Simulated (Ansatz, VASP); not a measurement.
## TePb in VASP and in Ansatz

```
Pb Te
1.0
     0.00000    3.18733    3.18733
     3.18733    0.00000    3.18733
     3.18733    3.18733    0.00000
Pb Te
1 1
Direct
  0.00000 0.00000 0.00000
  0.50000 0.50000 0.50000
```

Change from the starting cell: volume scaled by 0.96.

Alike in both runs: task single point; functional r2SCAN; k mesh 7 × 7 × 7; occupations fermi-dirac, width 0.05 eV; no spin polarisation.

|  | VASP | Ansatz |
| --- | --- | --- |
| version | VASP 6.6.1 | Ansatz 0.2.0 |
| potentials or method | VASP PAW PBE potentials, release 64 (Pb_d, Te) | Ansatz PAW |
| plane-wave cutoff (eV) | 520 | 500 |
| valence electrons in the cell | 20 | 30 |

|  | VASP | Ansatz | Ansatz less VASP |
| --- | --- | --- | --- |
| gap on the k mesh at the Fermi level (eV) | 1.19 | 1.19 | -0.004 |
| least direct gap on the mesh (eV) | 1.19 | 1.19 | -0.004 |
| pressure (GPa) | 3.7 | 3.7 | 0.00 |

The two sets of potentials don't hold the same shells in valence.

Caveats: the PAW data sets were made with another functional, which shifts forces and pressure a little (VASP); the PAW data sets come from PBE, with cores solved anew for the run's functional, which leaves a small shift of forces and pressure (Ansatz). The runs have no spin-orbit coupling, so splittings on Pb, Te are missing.
